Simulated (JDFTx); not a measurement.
# W (Im-3m) in JDFTx: convergence with cutoff

Aim: find how far cutoff must go before the results for W settle, at LDA. This setting moves, with any that are tied to it; all else stays.

Everything below comes from runs of JDFTx 1.7.0 (patched build). Logs are shortened: lines on timing, memory, paths and dates and some standing lists are left out, and cuts for length are marked. The log counts tension as positive stress, the text compression.

## 1. Starting point

Symmetry: Im-3m, No. 229, cubic system. The conventional cell has a = 3.165 Å, b = 3.165 Å, c = 3.165 Å, α = 90.00°, β = 90.00°, γ = 90.00°. W (site symmetry m-3m) is surrounded by 8 W at 2.74 Å.

## 2. With cutoff 680.285 eV

Contents of W.in:

```
lattice \
   -2.9901986847     2.9901986847     2.9901986847 \
    2.9901986847    -2.9901986847     2.9901986847 \
    2.9901986847     2.9901986847    -2.9901986847
coords-type Cartesian
ion W      0.0000000000     0.0000000000     0.0000000000 1

ion-species pseudo/W.upf
elec-cutoff 25
elec-ex-corr lda-PW
kpoint-folding 12 12 12
elec-smearing Fermi 0.0018374661
elec-n-bands 21
electronic-SCF nIterations 100 energyDiffThreshold 1e-09
electronic-minimize nIterations 30 energyDiffThreshold 1e-7
converge-empty-states yes
forces-output-coords Cartesian

dump-name run.$VAR
dump End Ecomponents EigStats BandEigs Kpoints Forces Stress
```

Potentials or basis: PseudoDojo-SR-LDA-0.4.1-stringent.

Started as:

```
> jdftx -c 1 -i W.in -o W.out
```

Log:

```text
*************** JDFTx 1.7.0 (patched build) ***************

Input parsed successfully to the following command list (including defaults):
[... the input with its defaults ...]

---------- Setting up symmetries ----------

Found 48 point-group symmetries of the bravais lattice
Found 48 space-group symmetries with basis
Applied RMS atom displacement 0 bohrs to make symmetries exact.

---------- Initializing the Grid ----------
R =
[      -2.9902       2.9902       2.9902  ]
[       2.9902      -2.9902       2.9902  ]
[       2.9902       2.9902      -2.9902  ]
unit cell volume = 106.945
G =
[ -2.73906e-17    1.05063    1.05063  ]
[    1.05063 -2.73906e-17    1.05063  ]
[    1.05063    1.05063 -2.73906e-17  ]
Minimum fftbox size, Smin = [  24  24  24  ]
Chosen fftbox size, S = [  24  24  24  ]

---------- Exchange Correlation functional ----------
Initalized Slater LDA exchange.
Initalized Perdew-Wang LDA correlation.

---------- Setting up pseudopotentials ----------
Width of ionic core gaussian charges (only for fluid interactions / plotting) set to 0

Reading pseudopotential file 'pseudo/W.upf':
  'W' pseudopotential, 'SLA  PW   NOGX NOGC' functional
  Generated using ONCVPSP code by D. R. Hamann
  28 valence electrons, 5 orbitals, 8 projectors, 1001 radial grid points, with lMax = 3
    4F    l: 3   occupation: 14.0   eigenvalue: -1.229683
    5S    l: 0   occupation:  2.0   eigenvalue: -2.914152
    5P    l: 1   occupation:  6.0   eigenvalue: -1.594402
    5D    l: 2   occupation:  4.0   eigenvalue: -0.171959
    6S    l: 0   occupation:  2.0   eigenvalue: -0.216937
  Core radius for overlap checks: 1.65 bohrs.

Initialized 1 species with 1 total atoms.

Folded 1 k-points by 12x12x12 to 1728 k-points.

---------- Setting up k-points, bands, fillings ----------
Reduced to 72 k-points under symmetry.
Computing the number of bands and number of electrons
Calculating initial fillings.
[... 30 lines left out ...]
	FillingsUpdate:  mu: +1.000156755  nElectrons: 28.000000
SCF: Cycle:  1   F: -311.622174051727768   dF: -5.226e-02   |Residual|: 3.566e-01   |deigs|: 4.755e-02
	FillingsUpdate:  mu: +0.999015110  nElectrons: 28.000000
SCF: Cycle:  2   F: -311.628205519446340   dF: -6.031e-03   |Residual|: 6.273e-02   |deigs|: 3.020e-02
	FillingsUpdate:  mu: +1.004054236  nElectrons: 28.000000
SCF: Cycle:  3   F: -311.628905653687070   dF: -7.001e-04   |Residual|: 5.743e-02   |deigs|: 2.281e-02
	FillingsUpdate:  mu: +1.001551577  nElectrons: 28.000000
SCF: Cycle:  4   F: -311.629482162214117   dF: -5.765e-04   |Residual|: 1.928e-02   |deigs|: 1.201e-02
	FillingsUpdate:  mu: +1.002000858  nElectrons: 28.000000
SCF: Cycle:  5   F: -311.629553024702091   dF: -7.086e-05   |Residual|: 7.305e-04   |deigs|: 2.854e-03
	FillingsUpdate:  mu: +1.002037469  nElectrons: 28.000000
SCF: Cycle:  6   F: -311.629553966917229   dF: -9.422e-07   |Residual|: 3.082e-04   |deigs|: 1.391e-04
	FillingsUpdate:  mu: +1.002033698  nElectrons: 28.000000
SCF: Cycle:  7   F: -311.629554102523684   dF: -1.356e-07   |Residual|: 1.242e-04   |deigs|: 2.520e-05
	FillingsUpdate:  mu: +1.002028340  nElectrons: 28.000000
SCF: Cycle:  8   F: -311.629554129939322   dF: -2.742e-08   |Residual|: 7.912e-05   |deigs|: 2.561e-05
	FillingsUpdate:  mu: +1.002026422  nElectrons: 28.000000
SCF: Cycle:  9   F: -311.629554135735304   dF: -5.796e-09   |Residual|: 4.750e-05   |deigs|: 1.480e-05
	FillingsUpdate:  mu: +1.002024633  nElectrons: 28.000000
SCF: Cycle: 10   F: -311.629554137197033   dF: -1.462e-09   |Residual|: 7.717e-06   |deigs|: 1.507e-05
	FillingsUpdate:  mu: +1.002025206  nElectrons: 28.000000
SCF: Cycle: 11   F: -311.629554137491823   dF: -2.948e-10   |Residual|: 6.135e-06   |deigs|: 1.013e-05
	FillingsUpdate:  mu: +1.002025186  nElectrons: 28.000000
SCF: Cycle: 12   F: -311.629554137565549   dF: -7.373e-11   |Residual|: 7.208e-06   |deigs|: 1.441e-05
SCF: Converged (|Delta E|<1.000000e-09 for 2 iters).

Setting wave functions to eigenvectors of Hamiltonian
Converging empty states (this may take a while): |deigs|: 5.622e-05

# Stress tensor in Cartesian coordinates [Eh/a0^3]:
[     0.281676            0            0  ]
[            0     0.281676            0  ]
[            0            0     0.281676  ]

# Ionic positions in cartesian coordinates:
ion W   0.000000000000000   0.000000000000000   0.000000000000000 1

# Forces in Cartesian coordinates:
force W   0.000000000000000   0.000000000000000   0.000000000000000 1

# Energy components:
   Eewald =     -238.5425957657585627
       EH =       81.1586745398478939
     Eloc =     -236.4872024392317655
      Enl =      -55.4123431012991787
      Exc =      -46.2495498809805810
 Exc_core =       17.9809070891538276
       KE =      165.9227489904664878
-------------------------------------
     Etot =     -311.6293605678018821
       TS =        0.0001935697636627
-------------------------------------
        F =     -311.6295541375655489

IonicMinimize: Iter:   0  F: -311.629554137565549  |grad|_K:  0.000e+00
IonicMinimize: Converged (|grad|_K<1.000000e-04).

#--- Lowdin population analysis ---
# oxidation-state W +0.601

Dumping 'run.eigStats' ...
	eMin: -2.108163 at state 24 ( [ +0.083333 +0.083333 -0.083333 ] spin 0 )
	HOMO: +1.001889 at state 50 ( [ +0.166667 +0.333333 -0.250000 ] spin 0 )
	mu  : +1.002024
	LUMO: +1.003223 at state 46 ( [ +0.166667 +0.166667 -0.166667 ] spin 0 )
	eMax: +2.053687 at state 57 ( [ +0.250000 +0.250000 +0.250000 ] spin 0 )
	HOMO-LUMO gap: +0.001334
	Optical gap  : +0.015855 at state 46 ( [ +0.166667 +0.166667 -0.166667 ] spin 0 )
Done!
```

Run time: 19 s. Hardware: 1 thread of AMD EPYC 9R45 (Zen 5), shared host; peak memory 0.07 GiB.

What came out:

```
Free energy            : -8479.8722 eV
Pressure               : -8287.2 GPa
Band gap on the k mesh : none (metal or under the smearing width)
```

## 3. With cutoff 843.553 eV

Edit W.in of step 2 so:

```diff
@@ -8,3 +8,3 @@
 ion-species pseudo/W.upf
-elec-cutoff 25
+elec-cutoff 31
 elec-ex-corr lda-PW
```

Potentials or basis: PseudoDojo-SR-LDA-0.4.1-stringent.

Started as:

```
> jdftx -c 1 -i W.in -o W.out
```

Run time: 26 s. Hardware: 1 thread of AMD EPYC 9R45 (Zen 5), shared host; peak memory 0.09 GiB.

What came out:

| Quantity | Value |
| --- | --- |
| Free energy | -8688.6008 eV |
| Pressure | -4798.1 GPa |
| Band gap on the k mesh | none (metal or under the smearing width) |

## 4. With cutoff 1006.82 eV

Edit W.in of step 3 so:

```diff
@@ -8,3 +8,3 @@
 ion-species pseudo/W.upf
-elec-cutoff 31
+elec-cutoff 37
 elec-ex-corr lda-PW
```

Started as:

```
> jdftx -c 1 -i W.in -o W.out
```

It took 24 s on 1 thread of AMD EPYC 9R45 (Zen 5), shared host; peak memory 0.11 GiB.

What came out:

- Free energy: -8776.3459 eV
- Pressure: -2050.2 GPa
- Band gap on the k mesh: none (metal or under the smearing width)

## 5. With cutoff 1170.09 eV

Edit W.in of step 4 so:

```diff
@@ -8,3 +8,3 @@
 ion-species pseudo/W.upf
-elec-cutoff 37
+elec-cutoff 43
 elec-ex-corr lda-PW
```

Started as:

```
> jdftx -c 1 -i W.in -o W.out
```

Wall time 24 s (1 thread of AMD EPYC 9R45 (Zen 5), shared host); peak memory 0.12 GiB.

Results:

```yaml
Free_energy: -8803.2706 eV
Pressure: -565.9 GPa
Band_gap_on_the_k_mesh: none (metal or under the smearing width)
```

## 6. With cutoff 1360.57 eV

Edit W.in of step 5 so:

```diff
@@ -8,3 +8,3 @@
 ion-species pseudo/W.upf
-elec-cutoff 43
+elec-cutoff 50
 elec-ex-corr lda-PW
```

Potentials or basis: PseudoDojo-SR-LDA-0.4.1-stringent.

Started as:

```
> jdftx -c 1 -i W.in -o W.out
```

Wall time 45 s (1 thread of AMD EPYC 9R45 (Zen 5), shared host); peak memory 0.15 GiB.

What came out:

```yaml
Free_energy: -8808.7218 eV
Pressure: -68.8 GPa
Band_gap_on_the_k_mesh: none (metal or under the smearing width)
```

## 7. With cutoff 1523.84 eV

Edit W.in of step 6 so:

```diff
@@ -8,3 +8,3 @@
 ion-species pseudo/W.upf
-elec-cutoff 50
+elec-cutoff 56
 elec-ex-corr lda-PW
```

Started as:

```
> jdftx -c 1 -i W.in -o W.out
```

Run time: 47 s. Hardware: 1 thread of AMD EPYC 9R45 (Zen 5), shared host; peak memory 0.17 GiB.

It converged, with:

| Item | Value |
| --- | --- |
| Free energy | -8809.0950 eV |
| Pressure | -12.4 GPa |
| Band gap on the k mesh | none (metal or under the smearing width) |

## 8. With cutoff 1687.11 eV

Edit W.in of step 7 so:

```diff
@@ -8,3 +8,3 @@
 ion-species pseudo/W.upf
-elec-cutoff 56
+elec-cutoff 62
 elec-ex-corr lda-PW
```

Started as:

```
> jdftx -c 1 -i W.in -o W.out
```

It took 56 s on 1 thread of AMD EPYC 9R45 (Zen 5), shared host; peak memory 0.19 GiB.

Results (log left out):

| Quantity | Value |
| --- | --- |
| Free energy | -8809.1085 eV |
| Pressure | -8.9 GPa |
| Band gap on the k mesh | none (metal or under the smearing width) |

## 9. With cutoff 1932.01 eV

Edit W.in of step 8 so:

```diff
@@ -8,3 +8,3 @@
 ion-species pseudo/W.upf
-elec-cutoff 62
+elec-cutoff 71
 elec-ex-corr lda-PW
```

Potentials or basis: PseudoDojo-SR-LDA-0.4.1-stringent.

Started as:

```
> jdftx -c 1 -i W.in -o W.out
```

Wall time 54 s (1 thread of AMD EPYC 9R45 (Zen 5), shared host); peak memory 0.22 GiB.

It converged, with:

```yaml
Free_energy: -8809.1089 eV
Pressure: -8.9 GPa
Band_gap_on_the_k_mesh: none (metal or under the smearing width)
```

## 10. With cutoff 2285.76 eV

Edit W.in of step 9 so:

```diff
@@ -8,3 +8,3 @@
 ion-species pseudo/W.upf
-elec-cutoff 71
+elec-cutoff 84
 elec-ex-corr lda-PW
```

Started as:

```
> jdftx -c 1 -i W.in -o W.out
```

It took 93 s on 1 thread of AMD EPYC 9R45 (Zen 5), shared host; peak memory 0.28 GiB.

It converged, with:

```yaml
Free_energy: -8809.1093 eV
Pressure: -8.9 GPa
Band_gap_on_the_k_mesh: none (metal or under the smearing width)
```

## 11. Result

```
    cutoff  energy less the tightest run, at zero smearing (meV/atom)  pressure (GPa)  SCF cycles  CPU time (s)  peak memory (GiB)
680.285 eV                                                  329237.09        -8287.19          13            19               0.07
843.553 eV                                                  120507.75        -4798.07          13            26               0.09
1006.82 eV                                                   32763.08        -2050.21          12            24               0.11
1170.09 eV                                                    5838.63         -565.85          10            24               0.12
1360.57 eV                                                     387.48          -68.77          11            45               0.15
1523.84 eV                                                      14.26          -12.39          11            47               0.17
1687.11 eV                                                       0.80           -8.87          11            56               0.19
1932.01 eV                                                       0.37           -8.85          11            54               0.22
2285.76 eV                                                       0.00           -8.87          11            93               0.28
```

Against the tightest run, the energy stays within 1 meV/atom from 1687.11 eV on; the pressure stays within 0.1 GPa from 1687.11 eV on. The tightest run that finished is the yardstick and may itself not be fully converged.
